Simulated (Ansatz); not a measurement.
Input and command of a plane-wave DFT calculation in Ansatz:

```yaml
crystal:
  lattice:
    - [0.0, 2.6168590655, 2.6168590655]
    - [2.6168590655, 0.0, 2.6168590655]
    - [2.6168590655, 2.6168590655, 0.0]
  atoms:
    - { symbol: C, position: [0.0, 0.0, 0.0] }
    - { symbol: O, position: [0.25, 0.25, 0.25] }
    - { symbol: O, position: [0.75, 0.75, 0.75] }
basis:
  ecutwfc: 420
kpoints:
  mp_grid: { grid: [6, 6, 6] }
hamiltonian:
  xc: pbe
scf:
  occupations: { method: gaussian, width: 0.1 }
  lower_state_search: "off"
output:
  forces: true
  stress: true
  eigenvalues: true
```

```bash
ansatz run input.yaml --threads 1 --pin off --max-ram 2560MiB --backend cpu --events-out ev --progress --plain --runs-dir out
```

Processor: Intel(R) Xeon(R) 6975P-C (Granite Rapids), 1 thread, on a host shared with other jobs.

Problem. How long does it run, and how much memory does it take?

Solution. About 0.4 s on 1 thread of Intel(R) Xeon(R) 6975P-C (Granite Rapids) (shared host), peak memory 0.32 GiB. It solves 12 bands at 16 k points (the mesh reduced by the symmetry that the task leaves, which can be less than the crystal's) with about 725 plane waves, in 6 SCF iterations.
